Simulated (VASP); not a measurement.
# Sn (Fd-3m) in VASP: notebook

One crystal, Sn, is run at these levels: PBEsol; tasks: relaxation of cell and atoms.

All numbers are computed with VASP 6.6.1; they aren't measurements. Logs are shortened: lines on timing, memory, paths and dates and some standing lists are left out, and cuts for length are marked.

### Step 1. The crystal as given

It takes space group Fd-3m (No. 227, cubic). Conventional cell: a = 6.467 Å, b = 6.467 Å, c = 6.467 Å, α = 90.00°, β = 90.00°, γ = 90.00°. Sn (site symmetry -43m) is surrounded by 4 Sn at 2.80 Å.

This isn't the form of Sn at room conditions, which is tetragonal (white tin).

### Step 2. Relaxation of cell and atoms, PBEsol

Contents of INCAR:

```
SYSTEM = Sn
ALGO = Fast
EDIFF = 1E-7
EDIFFG = -0.002
ENCUT = 520
GGA = PS
IBRION = 2
ISIF = 3
ISMEAR = 0
LASPH = .TRUE.
LCHARG = .FALSE.
LREAL = .FALSE.
LWAVE = .FALSE.
NELM = 100
NSW = 80
PREC = Accurate
SIGMA = 0.02
```

Contents of KPOINTS:

```
k-points
0
G
  8 8 8
  0 0 0
```

Contents of POSCAR:

```
Sn
1.0
    0.0000000000      3.2333428000      3.2333428000
    3.2333428000      0.0000000000      3.2333428000
    3.2333428000      3.2333428000      0.0000000000
Sn
2
Direct
    0.0000000000      0.0000000000      0.0000000000
    0.2500000000      0.2500000000      0.2500000000
```

Potentials or basis: VASP PAW PBE potentials, release 64 (Sn_d).

Run with:

```sh
> cat potpaw_PBE.64/Sn_d/POTCAR > POTCAR
> mpirun -np 1 vasp_std > vasp.out
```

OUTCAR:

```text
SYSTEM = Sn
   EDIFF = 1E-7
   EDIFFG = -0.002
   ENCUT = 520
   GGA = PS
   IBRION = 2
   ISIF = 3
   ISMEAR = 0
   LASPH = .TRUE.
   LREAL = .FALSE.
   NELM = 100
   NSW = 80
   PREC = Accurate

 ion  position               nearest neighbor table
   1  0.000  0.000  0.000-   2 2.80   2 2.80   2 2.80   2 2.80
   2  0.250  0.250  0.250-   1 2.80   1 2.80   1 2.80   1 2.80

  LATTYP: Found a face centered cubic cell.
 ALAT       =     6.4666856000

  Lattice vectors:

 A1 = (   0.0000000000,   3.2333428000,   3.2333428000)
 A2 = (   3.2333428000,   0.0000000000,   3.2333428000)
 A3 = (   3.2333428000,   3.2333428000,   0.0000000000)

Analysis of symmetry for initial positions (statically):
=====================================================================
 Subroutine PRICEL returns:
 Original cell was already a primitive cell.

 Routine SETGRP: Setting up the symmetry group for a
 face centered cubic supercell.

 Subroutine GETGRP returns: Found 48 space group operations
 (whereof 24 operations were pure point group operations)
 out of a pool of 48 trial point group operations.

The static configuration has the point symmetry T_d .
 The point group associated with its full space group is O_h .

Analysis of symmetry for dynamics (positions and initial velocities):
=====================================================================
 Subroutine PRICEL returns:
 Original cell was already a primitive cell.

 Routine SETGRP: Setting up the symmetry group for a
 face centered cubic supercell.

 Subroutine GETGRP returns: Found 48 space group operations
 (whereof 24 operations were pure point group operations)
 out of a pool of 48 trial point group operations.

The dynamic configuration has the point symmetry T_d .
 The point group associated with its full space group is O_h .

 Subroutine INISYM returns: Found 48 space group operations
 (whereof 24 operations are pure point group operations),
 and found     1 'primitive' translations

----------------------------------------------------------------------------------------

                                     Primitive cell

  volume of cell :      67.6060

  direct lattice vectors                    reciprocal lattice vectors
     0.000000000  3.233342800  3.233342800    -0.154638723  0.154638723  0.154638723
     3.233342800  0.000000000  3.233342800     0.154638723 -0.154638723  0.154638723
     3.233342800  3.233342800  0.000000000     0.154638723  0.154638723 -0.154638723

  length of vectors
     4.572637240  4.572637240  4.572637240     0.267842124  0.267842124  0.267842124

  position of ions in fractional coordinates (direct lattice)
     0.000000000  0.000000000  0.000000000
     0.250000000  0.250000000  0.250000000

  ion indices of the primitive-cell ions
   primitive index   ion index
                 1           1
                 2           2

----------------------------------------------------------------------------------------

 KPOINTS: k-points

Automatic generation of k-mesh.
 Grid dimensions read from file:
 generate k-points for:    8    8    8

 Generating k-lattice:

  Cartesian coordinates                     Fractional coordinates (reciprocal lattice)
    -0.019329840  0.019329840  0.019329840     0.125000000  0.000000000  0.000000000
     0.019329840 -0.019329840  0.019329840     0.000000000  0.125000000  0.000000000
     0.019329840  0.019329840 -0.019329840     0.000000000  0.000000000  0.125000000

  Length of vectors
     0.033480266  0.033480266  0.033480266

  Shift w.r.t. Gamma in fractional coordinates (k-lattice)
     0.000000000  0.000000000  0.000000000

 Subroutine IBZKPT returns following result:
 ===========================================

 Found     29 irreducible k-points:

 Following reciprocal coordinates:
            Coordinates               Weight
  0.000000  0.000000  0.000000      1.000000
  0.125000  0.000000  0.000000      8.000000
  0.250000  0.000000  0.000000      8.000000
  0.375000  0.000000  0.000000      8.000000
  0.500000  0.000000  0.000000      4.000000
  0.125000  0.125000  0.000000      6.000000
[... 16 lines left out ...]
  0.500000  0.250000  0.125000     48.000000
 -0.375000  0.250000  0.125000     24.000000
 [... further k-points ...]
   k-points           NKPTS =     29   k-points in BZ     NKDIM =     29   number of bands    NBANDS=     18
   number of dos      NEDOS =    301   number of ions     NIONS =      2
   total plane-waves  NPLWV =  46656
   dimension x,y,z NGX =    36 NGY =   36 NGZ =   36
   dimension x,y,z NGXF=    72 NGYF=   72 NGZF=   72
   ions per type =               2
   NGX,Y,Z   is equivalent  to a cutoff of  13.09, 13.09, 13.09 a.u.
   NGXF,Y,Z  is equivalent  to a cutoff of  26.18, 26.18, 26.18 a.u.
 SYSTEM =  Sn
   PREC   = accura    normal or accurate (medium, high low for compatibility)
   ISTART =      0    job   : 0-new  1-cont  2-samecut
   ICHARG =      2    charge: 1-file 2-atom 10-const
   ISPIN  =      1    spin polarized calculation?
   LNONCOLLINEAR =      F non collinear calculations
   LSORBIT =      F    spin-orbit coupling
   LASPH  =      T    aspherical Exc in radial PAW
   ENCUT  =  520.0 eV  38.22 Ry    6.18 a.u.   8.50  8.50  8.50*2*pi/ulx,y,z
   NELM   =    100;   NELMIN=  2; NELMDL= -5     # of ELM steps
   EDIFF  = 0.1E-06   stopping-criterion for ELM
   LREAL  =      F    real-space projection
   EDIFFG = -.2E-02   stopping-criterion for IOM
   NSW    =     80    number of steps for IOM
   IBRION =      2    ionic relax: 0-MD 1-quasi-New 2-CG
   NFREE  =      1    steps in history (QN), initial steepest desc. (CG)
   ISIF   =      3    stress and relaxation
   ISYM   =      2    0-nonsym 1-usesym 2-fastsym
   POTIM  = 0.5000    time-step for ionic-motion
   TEBEG  =    0.0;   TEEND  =   0.0 temperature during run
   PSTRESS=    0.0 pullay stress
   NELECT =      28.0000    total number of electrons
   NUPDOWN=      -1.0000    fix difference up-down
   EMIN   =  10.00;   EMAX   =-10.00  energy-range for DOS
   EFERMI =   0.00;   METHOD = LEGACY
   ISMEAR =     0;   SIGMA  =   0.02  broadening in eV -4-tet -1-fermi 0-gaus
   EFERMI_NEDOS =   21; number of points for ismear=-14 and -15
   IALGO  =     68    algorithm
   IMIX   =      4    mixing-type and parameters
     AMIX     =   0.40;   BMIX     =  1.00
     AMIX_MAG =   1.60;   BMIX_MAG =  1.00
  volume/ion in A,a.u.               =      33.80       228.11
  Fermi-wavevector in a.u.,A,eV,Ry     =   1.220298  2.306028 20.260793  1.489126
  Thomas-Fermi vector in A             =   2.355520
   LORBIT       =      0    0 simple, 1 ext, 2 COOP (PROOUT), +10 PAW based schemes
   GGA     = PS    functional components
   LHFCALC =     F    Hartree Fock is set to
   AEXX    =    0.0000 exact exchange contribution
   IVDW    =     0    specifies the selected vdW correction
   LEPSILON=     F    determine dielectric tensor
   LRPA    =     F    only Hartree local field effects (RPA)
 conjugate gradient relaxation of ions
 non-spin polarized calculation
 RMM-DIIS sequential band-by-band and
 Gauss-broadening in eV      SIGMA  =   0.02
  energy-cutoff  :      520.00
  volume of cell :       67.61
 maximum number of plane-waves:      1841
 NGX is ok and might be reduce to    36
   NGX = 17   NGY = 17   NGZ = 17

--------------------------------------- Ionic step        1  -------------------------------------------

 number of electron      28.0000008 magnetization

 Free energy of the ion-electron system (eV)
  ---------------------------------------------------
  ext. energy  EPLUGINS =         0.00000000
  ---------------------------------------------------
  free energy    TOTEN  =        -8.44607496 eV

  energy without entropy =       -8.44598681  energy(sigma->0) =       -8.44603088

------------------------ aborting loop because EDIFF is reached ----------------------------------------

  FORCE on cell =-STRESS in cart. coord.  units (eV):
  Direction    XX          YY          ZZ          XY          YZ          ZX
  --------------------------------------------------------------------------------------
  -------------------------------------------------------------------------------------
  Total        0.6099729      0.6099729      0.6099729      0.0000000      0.0000000     -0.0000000
  in kB       14.4555919     14.4555919     14.4555919      0.0000000      0.0000000     -0.0000000
  external PRESSURE =      14.4555919 kB  Pullay stress =       0.0000000 kB
[... 57 lines left out ...]
  energy  without entropy=       -8.4541177312  energy(sigma->0) =       -8.45416184

--------------------------------------- Ionic step        3  -------------------------------------------

 number of electron      27.9999987 magnetization

 Free energy of the ion-electron system (eV)
  ---------------------------------------------------
  ext. energy  EPLUGINS =         0.00000000
  ---------------------------------------------------
  free energy    TOTEN  =        -8.45555120 eV

  energy without entropy =       -8.45546304  energy(sigma->0) =       -8.45550712

 E-fermi :   5.1679     XC(G=0):  -8.9718

 val. band max:        5.1678932654   @ k =   0.5000   0.0000   0.0000
 cond. band min:       5.2662551513   @ k =   0.3750   0.0000   0.0000
 fundamental gap:      0.0983618858
 Fermi energy:         5.1678932655

 k-point     1 :       0.0000    0.0000    0.0000
  band No.  band energies     occupation
      1     -16.2873      2.00000
      2     -16.2873      2.00000
      3     -16.2873      2.00000
      4     -16.2299      2.00000
      5     -16.2299      2.00000
      6     -15.9351      2.00000
[... 10 lines left out ...]
     17       7.4170      0.00000
     18       7.4170      0.00000
[... 466 lines left out ...]
      2     -16.3343      2.00000
      3     -16.2173      2.00000
      4     -16.1453      2.00000
      5     -16.1285      2.00000
      6     -16.0527      2.00000
[... 10 lines left out ...]
     17       9.9370      0.00000
     18      10.7423      0.00000

 [... further k-points ...]
[... 5 lines left out ...]
  --------------------------------------------------------------------------------------
  -------------------------------------------------------------------------------------
  Total       -0.0005460     -0.0005460     -0.0005460      0.0000000      0.0000000      0.0000000
  in kB       -0.0125362     -0.0125362     -0.0125362      0.0000000      0.0000000      0.0000000
  external PRESSURE =      -0.0125362 kB  Pullay stress =       0.0000000 kB
[... 17 lines left out ...]
  FREE ENERGIE OF THE ION-ELECTRON SYSTEM (eV)
  ---------------------------------------------------
  free  energy   TOTEN  =        -8.4555511957 eV

  energy  without entropy=       -8.4554630411  energy(sigma->0) =       -8.45550712

 reached required accuracy - stopping structural energy minimisation
```

Wall time 1.7 min (1 thread of Intel Xeon Platinum 8259CL at 2.50GHz (Skylake/Cascade Lake), shared host); peak memory 0.21 GiB.

What came out:

- Free energy: -8.4556 eV
- Relaxed volume: 34.89 Å³/atom
- Relaxed cell: a = 4.621 Å, b = 4.621 Å, c = 4.621 Å, α = 60.00°, β = 60.00°, γ = 60.00°
- Space group after relaxing (to 0.05 Å): Fd-3m (No. 227)
- Energy gained by relaxing: 4.7 meV/atom
- Ionic steps: 3
- Pressure after relaxing: 0.0 GPa
- Band gap on the k mesh: none (metal or under the smearing width)

Step by step:
```
step  energy change (eV)  largest force (eV/Å)  pressure (GPa)  volume (Å³)
   1              0.0000                0.0000            1.45        67.61
   2             -0.0081                0.0000           -0.46        70.63
   3             -0.0095                0.0000            0.00        69.78
```

Final structure:
```
Sn
1.0
     0.00000    3.26767    3.26767
     3.26767    0.00000    3.26767
     3.26767    3.26767    0.00000
Sn
2
Direct
  0.00000 0.00000 0.00000
  0.25000 0.25000 0.25000
```

Levels at points of the mesh, in eV from the Fermi level:
```tsv
k point	band 11	band 12	band 13	band 14	band 15	band 16	band 17	band 18
(0.00, 0.00, 0.00)	-10.39	-0.74	0.19	0.19	0.19	2.25	2.25	2.25
(0.50, 0.00, 0.00)	-8.80	-6.14	-0.98	-0.98	0.00	3.31	3.31	5.64
(0.50, 0.50, 0.00)	-7.36	-7.36	-2.30	-2.30	0.88	0.88	7.68	7.68
```

Caveat: the PAW data sets were made with another functional, which shifts forces and pressure a little.

### Step 3. Relaxation of cell and atoms, PBEsol

This run uses another cell than the first one, of 34.89 Å³/atom, 1.032 times its volume.

INCAR is that of step 2.

KPOINTS is that of step 2.

Contents of POSCAR:

```
Sn                                      
1.0
    0.0000000000      3.2676744104      3.2676744104
    3.2676744104      0.0000000000      3.2676744104
    3.2676744104      3.2676744104      0.0000000000
  Sn            
     2
Direct
     0.0000000000000000    0.0000000000000000    0.0000000000000000
     0.2500000000000000    0.2500000000000000    0.2500000000000000
```

Potentials or basis: VASP PAW PBE potentials, release 64 (Sn_d).

Run with:

```sh
> cat potpaw_PBE.64/Sn_d/POTCAR > POTCAR
> mpirun -np 1 vasp_std > vasp.out
```

It took 59 s on 1 thread of Intel Xeon Platinum 8259CL at 2.50GHz (Skylake/Cascade Lake), shared host; peak memory 0.2 GiB.

Results (log left out):

| Quantity | Value |
| --- | --- |
| Free energy | -8.4563 eV |
| Pressure after relaxing | 0.0 GPa |
| Band gap on the k mesh | none (metal or under the smearing width) |

Final structure:
```
Sn
1.0
     0.00000    3.26767    3.26767
     3.26767    0.00000    3.26767
     3.26767    3.26767    0.00000
Sn
2
Direct
  0.00000 0.00000 0.00000
  0.25000 0.25000 0.25000
```

Levels at points of the mesh, in eV from the Fermi level:
```tsv
k point	band 10	band 11	band 12	band 13	band 14	band 15	band 16	band 17	band 18
(0.00, 0.00, 0.00)	-21.10	-10.39	-0.74	0.19	0.19	0.19	2.25	2.25	2.25
(0.50, 0.00, 0.00)	-21.05	-8.80	-6.14	-0.98	-0.98	0.00	3.31	3.31	5.64
(0.50, 0.50, 0.00)	-21.03	-7.36	-7.36	-2.30	-2.30	0.88	0.88	7.68	7.82
```

Caveat: the relaxation stopped at its first step, so nothing moved; the PAW data sets were made with another functional, which shifts forces and pressure a little.
